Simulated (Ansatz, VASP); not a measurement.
## W: VASP beside Ansatz

```
W
1.0
     2.28238    0.00000    0.00000
     0.00000    2.28238    0.00000
     0.00000    0.00000    2.28238
W
1
Direct
  0.00000 0.00000 0.00000
```

Change from the starting cell: volume scaled by 0.68, PAW files.

Alike in both runs: task single point; functional LDA; k mesh 15 × 15 × 15; occupations fermi-dirac, width 0.08 eV; no spin polarisation.

|  | VASP | Ansatz |
| --- | --- | --- |
| version | VASP 6.6.1 | Ansatz 0.2.0 |
| potentials or method | VASP PAW LDA potentials, release 64 (W_sv) | PAW with Ansatz's default frozen-core files, scalar-relativistic |
| plane-wave cutoff (eV) | 520 | 420 |
| valence electrons in the cell | 14 | 14 |

VASP gave:

```
pressure (GPa) : 209.7
```

**Question.** What did Ansatz give for the same quantities?

**Answer.** Pressure (GPa): 198.2.

Caveats: the cell as given lies far from equilibrium; so large a pressure means that the cell lies far from this level's equilibrium, or that cutoff or potentials fall short (VASP). The runs have no spin-orbit coupling, so splittings on W are missing.
